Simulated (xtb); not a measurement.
# C4H6 (methylenecyclopropane): GFN1-xTB (symmetry threshold 0.1)

Aim: vibrational wavenumbers of C4H6 (methylenecyclopropane). 

Program for the calculation: xtb 6.7.1.

2 further runs of the same task are left out: 2 set aside as unsound or not needed.

**1. Starting point**

The species is C4H6 (10 atoms), meant as a singlet with charge 0. As SMILES, `C=C1CC1`. The shape was relaxed beforehand at GFN1-xTB.

Bond lengths: C1–C2 1.311 Å, C2–C3 1.465 Å, C2–C4 1.465 Å, C3–C4 1.516 Å, C1–H5 1.083 Å, C1–H6 1.083 Å, C3–H7 1.085 Å, C3–H8 1.085 Å, C4–H9 1.085 Å, C4–H10 1.085 Å. Some angles: C1–C2–C3 148.8°, C1–C2–C4 148.8°, C3–C2–C4 62.3°, C2–C3–C4 58.8°, C2–C4–C3 58.8°, C2–C1–H5 121.9°, C2–C1–H6 121.9°, C2–C3–H7 118.7°, C2–C3–H8 118.8°, C4–C3–H7 118.2°.

**2. The harmonic vibrations at GFN1-xTB (symmetry threshold 0.1)**

.CHRG

```
0
```

.UHF

```
0
```

detailed.inp

```
$symmetry
   desy=0.1
$end
```

mol.xyz

```xyz
10

C     -1.248164     0.750226    -0.828298
C     -0.271496     0.163082    -0.179949
C      0.565118    -1.022327     0.020891
C      0.759724     0.225981     0.858351
H     -1.792808     0.250157    -1.619118
H     -1.556952     1.763377    -0.604084
H      0.128668    -1.894678     0.495879
H      1.317541    -1.262233    -0.723022
H      1.643616     0.829387     0.680191
H      0.454762     0.197018     1.899148
```

Started as:

```bash
$ xtb -I detailed.inp --hess --gfn 1 --parallel 1 -- mol.xyz > run.log
```

**Question.** What will come out? Wanted: total energy; dipole moment; HOMO energy; LUMO energy; HOMO–LUMO gap; dispersion energy; lowest harmonic wavenumber; highest harmonic wavenumber; zero-point energy.

Answer, from the run:

Level: GFN1-xTB (symmetry threshold 0.1).

```
                   quantity         value
               total energy  -11.62209 Eh
              dipole moment        0.41 D
                HOMO energy     -11.81 eV
                LUMO energy      -6.26 eV
              HOMO–LUMO gap       5.54 eV
          dispersion energy  -6.81 kJ/mol
 lowest harmonic wavenumber      291 cm⁻¹
highest harmonic wavenumber     3134 cm⁻¹
          zero-point energy  219.9 kJ/mol
```

**Reading.** All 24 modes are real, so the shape is a minimum at this level.
